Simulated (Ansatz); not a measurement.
**Rh: enthalpy under pressure, worked through**

Method: DFT PBE, scalar-relativistic, plane waves, PAW (Ansatz). Settings: 420 eV cutoff, 18×18×6 k-mesh, Gaussian smearing of 0.10 eV, no spin polarisation.

Starting point, cell and atoms relaxed:

```
Rh
1.0
     2.71091    0.00000    0.00000
    -1.35546    2.34772    0.00000
     0.00000    0.00000    8.84266
Rh
4
Direct
  0.00000 0.00000 0.00000
  0.33333 0.66667 0.25000
  0.00000 0.00000 0.50000
  0.66667 0.33333 0.75000
```

Cell and atoms were relaxed at each target pressure within the start's symmetry (P6_3/mmc), at zero temperature; other phases can be more stable under pressure. H = E + PV with P the target; E is the free energy at the smearing used, whose derivative the pressure is, per atom and counted from zero pressure.

| P (GPa) | V (Å³/atom) | E − E0 (meV) | H − H0 (meV) |
| --- | --- | --- | --- |
| 0 | 14.070 | 0.0 | 0.0 |
| 3 | 13.911 | 1.5 | 261.9 |
| 8 | 13.668 | 9.7 | 692.2 |
| 15 | 13.365 | 31.3 | 1282.6 |
| 30 | 12.827 | 106.0 | 2507.9 |
| 60 | 12.028 | 326.4 | 4830.6 |

**Question.** Thermodynamics gives dH/dP = V along a relaxed path. Integrate V over P by the trapezoid rule and compare with the computed enthalpies.

**Answer.** With 1 eV/Å³ = 160.22 GPa, each step adds the mean volume times ΔP / 160.22:
```csv
P (GPa),∫V dP (meV),H − H0 (meV),difference (meV)
3,262.0,261.9,0.0
8,692.3,692.2,0.1
15,1282.8,1282.6,0.2
30,2508.9,2507.9,1.1
60,4835.9,4830.6,5.3
```

V(P) curves upward, so the trapezoid rule runs high; integrating a smooth curve through the same points puts that excess at about 5.6 meV at 60 GPa, against the 5.3 meV found.

**Question.** At 60 GPa, how much of the enthalpy change is stored energy and how much is the PV term?

**Answer.** E rises by 326 meV/atom and PV is 60 × 12.028 / 160.22 = 4504 meV/atom, so PV makes 93 % of ΔH. So between rival structures at high pressure a small difference in volume can outweigh the difference in energy: 1 % of this volume is worth 45.0 meV/atom at this pressure.

**Question.** What bulk modulus do the lowest pressures give?

**Answer.** From the pressures that the runs reached, -2.99 GPa (14.240 Å³) and 3.00 GPa (13.911 Å³), B = −ΔP/Δln V = 5.99 / 0.0234 = 256 GPa, a mean over that range.

This form isn't the element's structure at ambient conditions.